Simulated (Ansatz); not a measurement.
# BP: the cost of one run

Computed with Ansatz 0.2.0 (DFT PBEsol, scalar-relativistic, plane waves, PAW, unless a step's input says otherwise).

39 further runs of the same task are left out: 39 set aside as unsound or not needed.

## 1. Starting point

The structure is cubic, space group F-43m (No. 216). Conventional cell: a = 4.520 Å, b = 4.520 Å, c = 4.520 Å, α = 90.00°, β = 90.00°, γ = 90.00°. Around B (site symmetry -43m) lie 4 P at 1.96 Å. P (site symmetry -43m) has 4 B at 1.96 Å as nearest neighbours.

Coordinates:

```cif
data_structure
_symmetry_space_group_name_H-M 'P 1'
_symmetry_Int_Tables_number 1
_cell_length_a 3.1961
_cell_length_b 3.1961
_cell_length_c 3.1961
_cell_angle_alpha 60.000
_cell_angle_beta 60.000
_cell_angle_gamma 60.000
_cell_volume 23.09
loop_
_atom_site_label
_atom_site_type_symbol
_atom_site_fract_x
_atom_site_fract_y
_atom_site_fract_z
_atom_site_occupancy
B1 B 0.00000 0.00000 0.00000 1
P1 P 0.75000 0.75000 0.75000 1
```

It is the result of an earlier relaxation at this level (volume 11.54 Å³/atom; gap on the mesh: 1.12 eV).

## 2. Plan of the line

The energy is mapped over volume and the cell's shape.

First coordinate, volume per atom: 9 values from 10.619 to 12.466 Å³. Second coordinate, c/a of the conventional cell: 9 values from 0.886 to 1.128.

Nothing else is relaxed (symmetry fixes all fractional coordinates). Energies count from the relaxed crystal. Points are written as (first, second).

## 3. The run at (10.619 Å³, 0.942)

input.yaml reads:

```yaml
crystal:
  lattice:
    - [0.0, 2.1114206101, 2.2426134999]
    - [2.2426134999, 0.0, 2.2426134999]
    - [2.2426134999, 2.1114206101, 0.0]
  atoms:
    - { symbol: B, position: [0.0, 0.0, 0.0] }
    - { symbol: P, position: [0.75, 0.75, 0.75] }
basis:
  ecutwfc: 520.0
kpoints:
  mp_grid: { grid: [12, 12, 12] }
hamiltonian:
  xc: pbesol
scf:
  occupations: { method: gaussian, width: 0.05 }
output:
  forces: true
  stress: true
  eigenvalues: true
```

Run with:

```sh
> ansatz run input.yaml --threads 1 --pin off --max-ram 2048MiB --backend cpu --events-out ev --progress --plain --runs-dir out
```

What time and memory should one allow on 1 thread of Arm Neoverse V2, shared host?

About 2.9 s, with a peak of 0.33 GiB.
